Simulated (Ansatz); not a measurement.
# ScAl: how the energy converges with the cutoff

ScAl, Pm-3m, a = 3.370 Å. The structure is a Materials Project entry; whether it is the stable form wasn't checked. Ansatz: PBEsol, PAW, cutoff varied, Γ-centred 12×12×12 mesh on 2 atoms, Gaussian smearing 0.10 eV; no spin polarisation. Single points at one geometry, the cutoff alone changed; ΔE is the energy at zero smearing over the run at 850 eV (runs within 0.3 meV/atom of it are left out). The runs up to 380 eV lie under the cutoff recommended for these PAW datasets.

```tsv
cutoff (eV)	ΔE (meV/atom)
150	?
200	1370.38
250	217.80
300	30.24
350	4.56
380	1.80
420	0.64
460	0.34
```

**Question.** Assume ΔE falls exponentially with the cutoff, fit y = ln ΔE against x, the cutoff in eV, to the other rows, and predict the missing value.

**Answer.** y = 7.223, 5.384, 3.409, 1.517, 0.588, -0.446, -1.079. Means x = 337.1, y = 2.3709; Σ(Δx)² = 51743, ΣΔxΔy = -1711; the slope is their ratio. y = 13.52 − 0.03307 x, a factor of ten per 70 eV. At 150 eV this gives ΔE = 5216.07 meV/atom. The run gave 7185.98, a ratio of 0.73. Between neighbouring rows the decay runs from a factor of ten per 58 eV to one per 146 eV, so one exponential is only a rough guide. The fast fall gives way to a slow tail, so a fit to low cutoffs promises convergence too early.